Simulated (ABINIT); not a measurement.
# ZrSe2 (P-3m1) in ABINIT: single point with PBE

Aim: the single point of ZrSe2 with PBE.

Program: ABINIT 10.8.3 (patched build). These are calculated values, not measurements. Logs are shortened: lines on timing, memory, paths and dates and some standing lists are left out, and cuts for length are marked. The log counts tension as positive stress, the text compression.

**Measured values to compare with.**

“Stress-Tuned Optical Transitions in Layered 1T-MX2 (M= Hf, Zr, Sn; X= S, Se) Crystals”, 2022, arxiv:2210.12074 quotes, for a bulk crystal of ZrSe2: band gap 1.2 eV (indirect).

The runs below are set against these values where they give the same quantity.

### 1 The crystal as given

It takes space group P-3m1 (No. 164, trigonal). Conventional cell: a = 3.798 Å, b = 3.798 Å, c = 6.192 Å, α = 90.00°, β = 90.00°, γ = 120.00°. Zr (site symmetry -3m) is surrounded by 6 Se at 2.68 Å. Se (site symmetry 3m) is surrounded by 3 Zr at 2.68 Å.

### 2 Single point, PBE

run.abi reads:

```
# Pseudopotentials
pp_dirpath "./"
pseudos "Zr.upf, Se.upf"

# Structure
acell 3.798 3.798 6.192 Angstrom
rprim
     1.0000000000     0.0000000000     0.0000000000
    -0.5000000000     0.8660254038     0.0000000000
     0.0000000000     0.0000000000     1.0000000000
ntypat 2
znucl 40 34
natom 3
typat 1 2 2
xcart
     0.0000000000     0.0000000000     0.0000000000
     1.8990000002     1.0963881611     4.6440000000
    -0.0000000002     2.1927763225     1.5480000000 Angstrom

# Plane-wave basis
ecut 43.0

# k points
kptopt 1
ngkpt 6 6 4
nshiftk 1
shiftk 0.0 0.0 0.0

# Exchange and correlation
ixc 11

# Bands and occupations
nband 27
occopt 3
tsmear 0.05 eV

# SCF cycle
nstep 100
tolvrs 1.0e-10

# Output
iomode 3
prtwf 0
prtden 0
prteig 0
prtebands 0
enunit 1
```

Potentials or basis: PseudoDojo NC SR PBE v0.4.1 standard.

Started as:

```
> abinit run.abi > log 2>&1
```

run.abo:

```text
.Version 10.8.3 of ABINIT
 Symmetries : space group P-3 m 1 (#164); Bravais hP (primitive hexag.)
================================================================================
 Values of the parameters that define the memory need of the present run
     intxc =       0    ionmov =       0      iscf =       7    lmnmax =       6
     lnmax =       6     mgfft =      72  mpssoang =       3    mqgrid =    3455
     natom =       3  nloc_mem =       1    nspden =       1   nspinor =       1
    nsppol =       1      nsym =      12    n1xccc =    2501    ntypat =       2
    occopt =       3   xclevel =       2
       mpw =        7052          nfft =      145800          nkpt =          24
================================================================================
================================================================================

--------------------------------------------------------------------------------
------------- Echo of variables that govern the present computation ------------
--------------------------------------------------------------------------------
 -outvars: echo values of preprocessed input variables --------
            acell      7.1771798262E+00  7.1771798262E+00  1.1701184172E+01 Bohr
              amu      9.12240000E+01  7.89600000E+01
             ecut      4.30000000E+01 Hartree
           enunit           1
              ixc          11
         kptrlatt        6    0    0      0    6    0      0    0    4
          kptrlen      4.30630790E+01
            natom           3
            nband          27
            ngfft          45      45      72
             nkpt          24
            nstep         100
             nsym          12
           ntypat           2
           occopt           3
           prtden           0
        prtebands           0
           prteig           0
            prtwf           0
            rprim      1.0000000000E+00  0.0000000000E+00  0.0000000000E+00
                      -5.0000000000E-01  8.6602540380E-01  0.0000000000E+00
                       0.0000000000E+00  0.0000000000E+00  1.0000000000E+00
          spgroup         164
           tolvrs      1.00000000E-10
           tsmear      1.83746611E-03 Hartree
            typat      1  2  2
           xangst      0.0000000000E+00  0.0000000000E+00  0.0000000000E+00
                       1.8990000000E+00  1.0963881612E+00  4.6440000000E+00
                       8.6390808742E-17  2.1927763224E+00  1.5480000000E+00
            xcart      0.0000000000E+00  0.0000000000E+00  0.0000000000E+00
                       3.5885899131E+00  2.0718733524E+00  8.7758881287E+00
                       1.6325496832E-16  4.1437467048E+00  2.9252960429E+00
             xred      0.0000000000E+00  0.0000000000E+00  0.0000000000E+00
                       6.6666666667E-01  3.3333333333E-01  7.5000000000E-01
                       3.3333333333E-01  6.6666666667E-01  2.5000000000E-01
            znucl       40.00000   34.00000

================================================================================

 chkinp: Checking input parameters for consistency.

================================================================================
== DATASET  1 ==================================================================

--- !DatasetInfo
iteration_state: {dtset: 1, }
dimensions: {natom: 3, nkpt: 24, mband: 27, nsppol: 1, nspinor: 1, nspden: 1, mpw: 7052, }
cutoff_energies: {ecut:  43.0, pawecutdg:  -1.0, }
electrons: {nelect:   4.40000000E+01, charge:   0.00000000E+00, occopt:   3.00000000E+00, tsmear:   1.83746611E-03, }
meta: {optdriver: 0, ionmov: 0, optcell: 0, iscf: 7, paral_kgb: 0, }
...

 Exchange-correlation functional for the present dataset will be:
  GGA: Perdew-Burke-Ernzerhof functional - ixc=11
  J.P.Perdew, K.Burke, M.Ernzerhof, PRL 77, 3865 (1996)

 Real(R)+Recip(G) space primitive vectors, cartesian coordinates (Bohr,Bohr^-1):
 R(1)=  7.1771798  0.0000000  0.0000000  G(1)=  0.1393305  0.0804425  0.0000000
 R(2)= -3.5885899  6.2156201  0.0000000  G(2)=  0.0000000  0.1608850  0.0000000
 R(3)=  0.0000000  0.0000000 11.7011842  G(3)=  0.0000000  0.0000000  0.0854614
 Unit cell volume ucvol=  5.2199711E+02 bohr^3
 Angles (23,13,12)=  9.00000000E+01  9.00000000E+01  1.20000000E+02 degrees

 getcut: wavevector=  0.0000  0.0000  0.0000  ngfft=  45  45  72
         ecut(hartree)=     43.000   => boxcut(ratio)=   2.07682

--- Pseudopotential description ------------------------------------------------
- pspini: atom type   1  psp file is ./Zr.upf
12 -101130 2 -1 1622                          pspcod,pspxc,lmax,lloc,mmax
     nproj     2     2     2

- pspini: atom type   2  psp file is ./Se.upf
12 -101130 2 -1 1214                          pspcod,pspxc,lmax,lloc,mmax
     nproj     2     2     2

   3.42607671E+03                                ecore*ucvol(ha*bohr**3)
--------------------------------------------------------------------------------

================================================================================

--- !BeginCycle
iteration_state: {dtset: 1, }
solver: {iscf: 7, nstep: 100, nline: 4, wfoptalg: 0, }
tolerances: {tolvrs: 1.00E-10, }
...

     iter   Etot(hartree)      deltaE(h)  residm     vres2
 ETOT  1  -291.31138035425    -2.913E+02 2.114E+00 1.966E+02
 ETOT  2  -293.20152492175    -1.890E+00 3.954E-02 4.486E+02
 ETOT  3  -293.22793770734    -2.641E-02 2.653E-02 1.304E+02
 ETOT  4  -293.24034001226    -1.240E-02 1.812E-02 5.913E+00
 ETOT  5  -293.24072851043    -3.885E-04 9.385E-03 1.865E-01
 ETOT  6  -293.24074199487    -1.348E-05 3.373E-03 6.642E-02
 ETOT  7  -293.24074738212    -5.387E-06 1.297E-03 9.279E-04
 ETOT  8  -293.24074748186    -9.974E-08 4.477E-04 1.265E-04
 ETOT  9  -293.24074748917    -7.309E-09 6.088E-04 3.963E-05
 ETOT 10  -293.24074749214    -2.973E-09 1.573E-04 1.707E-07
 ETOT 11  -293.24074749216    -1.853E-11 2.221E-04 2.045E-08
 ETOT 12  -293.24074749216     5.457E-12 4.368E-05 7.978E-10
 ETOT 13  -293.24074749216     2.842E-13 7.489E-05 1.765E-11

 At SCF step   13       vres2   =  1.77E-11 < tolvrs=  1.00E-10 =>converged.

 Cartesian components of stress tensor (hartree/bohr^3)
  sigma(1 1)= -5.32688281E-05  sigma(3 2)=  0.00000000E+00
  sigma(2 2)= -5.32688286E-05  sigma(3 1)=  0.00000000E+00
  sigma(3 3)= -1.01879560E-04  sigma(2 1)=  0.00000000E+00

--- !ResultsGS
iteration_state: {dtset: 1, }
comment   : Summary of ground state results
lattice_vectors:
- [  7.1771798,   0.0000000,   0.0000000, ]
- [ -3.5885899,   6.2156201,   0.0000000, ]
- [  0.0000000,   0.0000000,  11.7011842, ]
lattice_lengths: [   7.17718,    7.17718,   11.70118, ]
lattice_angles: [ 90.000,  90.000, 120.000, ] # degrees, (23, 13, 12)
lattice_volume:   5.2199711E+02
convergence: {deltae:  2.842E-13, res2:  1.765E-11, residm:  7.489E-05, diffor: null, }
etotal    :  -2.93240747E+02
entropy   :   0.00000000E+00
fermie    :   1.91357340E-01
cartesian_stress_tensor: # hartree/bohr^3
- [ -5.32688281E-05,   0.00000000E+00,   0.00000000E+00, ]
- [  0.00000000E+00,  -5.32688286E-05,   0.00000000E+00, ]
- [  0.00000000E+00,   0.00000000E+00,  -1.01879560E-04, ]
pressure_GPa:   2.0439E+00
xred      :
- [  0.0000E+00,   0.0000E+00,   0.0000E+00, Zr]
- [  6.6667E-01,   3.3333E-01,   7.5000E-01, Se]
- [  3.3333E-01,   6.6667E-01,   2.5000E-01, Se]
cartesian_forces: # hartree/bohr
- [  3.00134068E-28,  -4.04325798E-28,  -0.00000000E+00, ]
- [  9.00402204E-28,   6.35369112E-28,  -5.40637236E-03, ]
- [ -1.20053627E-27,  -2.31043313E-28,   5.40637236E-03, ]
force_length_stats: {min:   5.03547227E-28, max:   5.40637236E-03, mean:   3.60424824E-03, }
...

 Integrated electronic density in atomic spheres:
 ------------------------------------------------
 Atom  Sphere_radius  Integrated_density
    1        2.00000          8.30988678
    2        2.00000         13.27761940
    3        2.00000         13.27761940
================================================================================

 ----iterations are completed or convergence reached----

 Mean square residual over all n,k,spin=   19.723E-08; max=  74.889E-06
 reduced coordinates (array xred) for    3 atoms
       0.000000000000      0.000000000000      0.000000000000
       0.666666666667      0.333333333333      0.750000000000
       0.333333333333      0.666666666667      0.250000000000
 rms dE/dt=  2.9822E-02; max dE/dt=  6.3261E-02; dE/dt below (all hartree)
    1       0.000000000000      0.000000000000      0.000000000000
    2      -0.000000000000     -0.000000000000      0.063260958632
    3       0.000000000000     -0.000000000000     -0.063260958632

 cartesian coordinates (angstrom) at end:
    1      0.00000000000000     0.00000000000000     0.00000000000000
    2      1.89900000000000     1.09638816121080     4.64400000000000
    3      0.00000000000000     2.19277632242160     1.54800000000000

 cartesian forces (hartree/bohr) at end:
    1      0.00000000000000    -0.00000000000000    -0.00000000000000
    2      0.00000000000000     0.00000000000000    -0.00540637235553
    3     -0.00000000000000    -0.00000000000000     0.00540637235553
 frms,max,avg= 2.5485884E-03 5.4063724E-03   0.000E+00  0.000E+00  0.000E+00 h/b

 cartesian forces (eV/Angstrom) at end:
    1      0.00000000000000    -0.00000000000000    -0.00000000000000
    2      0.00000000000000     0.00000000000000    -0.27800684425695
    3     -0.00000000000000    -0.00000000000000     0.27800684425695
 frms,max,avg= 1.3105368E-01 2.7800684E-01   0.000E+00  0.000E+00  0.000E+00 e/A
 length scales=  7.177179826198  7.177179826198 11.701184171621 bohr
              =  3.798000000000  3.798000000000  6.192000000000 angstroms
 Fermi (or HOMO) energy (eV) =   5.20710   Average Vxc (eV)=  -9.97118
 Eigenvalues (   eV  ) for nkpt=  24  k points:
 kpt#   1, nband= 27, wtk=  0.00694, kpt=  0.0000  0.0000  0.0000 (reduced coord)
 -44.46288  -41.92865  -41.92865  -41.92860  -41.92860  -41.91908  -41.91908  -41.91875
 -41.91875  -41.91599  -41.91578  -22.51579  -22.40197  -22.40197   -8.18302   -6.92678
   0.36447    2.30103    2.30103    4.98150    4.98150    5.04013    6.07553    6.07553
   6.60986    9.36291    9.36587
 prteigrs : prtvol=0 or 1, do not print more k-points.

--- !EnergyTerms
iteration_state     : {dtset: 1, }
comment             : Components of total free energy in Hartree
kinetic             :  1.71073230467752E+02
hartree             :  8.57946690438410E+01
xc                  : -5.84591256923227E+01
Ewald energy        : -1.58878396891850E+02
psp_core            :  6.56340163505345E+00
local_psp           : -2.38560431775010E+02
non_local_psp       : -1.00774073871575E+02
internal            : -2.93240727084111E+02
'-kT*entropy'       : -2.04080455672866E-05
total_energy        : -2.93240747492157E+02
total_energy_eV     : -7.97948724306927E+03
band_energy         : -3.89917214133780E+01
...

 Cartesian components of stress tensor (hartree/bohr^3)
  sigma(1 1)= -5.32688281E-05  sigma(3 2)=  0.00000000E+00
  sigma(2 2)= -5.32688286E-05  sigma(3 1)=  0.00000000E+00
  sigma(3 3)= -1.01879560E-04  sigma(2 1)=  0.00000000E+00

-Cartesian components of stress tensor (GPa)         [Pressure=  2.0439E+00 GPa]
- sigma(1 1)= -1.56722303E+00  sigma(3 2)=  0.00000000E+00
- sigma(2 2)= -1.56722304E+00  sigma(3 1)=  0.00000000E+00
- sigma(3 3)= -2.99740015E+00  sigma(2 1)=  0.00000000E+00

== END DATASET(S) ==============================================================
================================================================================

 -outvars: echo values of variables after computation  --------
            acell      7.1771798262E+00  7.1771798262E+00  1.1701184172E+01 Bohr
           etotal     -2.9324074749E+02
            fcart      3.0013406807E-28 -4.0432579831E-28 -0.0000000000E+00
                       9.0040220422E-28  6.3536911164E-28 -5.4063723555E-03
                      -1.2005362723E-27 -2.3104331332E-28  5.4063723555E-03
            rprim      1.0000000000E+00  0.0000000000E+00  0.0000000000E+00
                      -5.0000000000E-01  8.6602540380E-01  0.0000000000E+00
                       0.0000000000E+00  0.0000000000E+00  1.0000000000E+00
           strten     -5.3268828123E-05 -5.3268828573E-05 -1.0187956033E-04
                       0.0000000000E+00  0.0000000000E+00  0.0000000000E+00
           xangst      0.0000000000E+00  0.0000000000E+00  0.0000000000E+00
                       1.8990000000E+00  1.0963881612E+00  4.6440000000E+00
                       8.6390808742E-17  2.1927763224E+00  1.5480000000E+00
             xred      0.0000000000E+00  0.0000000000E+00  0.0000000000E+00
                       6.6666666667E-01  3.3333333333E-01  7.5000000000E-01
                       3.3333333333E-01  6.6666666667E-01  2.5000000000E-01
 Calculation completed.
```

It took 3.2 min on 1 thread of Arm Neoverse V1, shared host; peak memory 0.16 GiB.

Results:

```yaml
Free_energy: -7979.4872 eV
Pressure: 2.0 GPa
Largest_force: 0.278 eV/Å
Band_gap_on_the_k_mesh: 0.36 eV, indirect (least direct gap 1.04 eV)
Valence_electrons_inside_the_program's_atomic_spheres: Zr 8.31; Se 13.28
```

Forces in eV/Å, atoms in the order of the input:
```
Zr   0.000  0.000  0.000
Se   0.000  0.000 -0.278
Se   0.000  0.000  0.278
```

Stress tensor (GPa, compression positive):
```
1.57 0.00 0.00
0.00 1.57 0.00
0.00 0.00 3.00
```

Caveat: this functional lacks dispersion, which binds the layers, so the pressure and a relaxed spacing across them are unreliable.

### 3 Comparison with measurements

Step 2. Measured gap of ZrSe2: 1.2 eV (indirect; quoted in “Stress-Tuned Optical Transitions in Layered 1T-MX2 (M= Hf, Zr, Sn; X= S, Se) Crystals”, 2022, arxiv:2210.12074). This calculation gives 0.36 eV (-0.84 eV). Spin-orbit coupling on Se, Zr is left out. The value is that of PBE on a finite k mesh, which can miss the band edges, without temperature or zero-point motion. Semilocal functionals fall short of measured gaps as a rule.
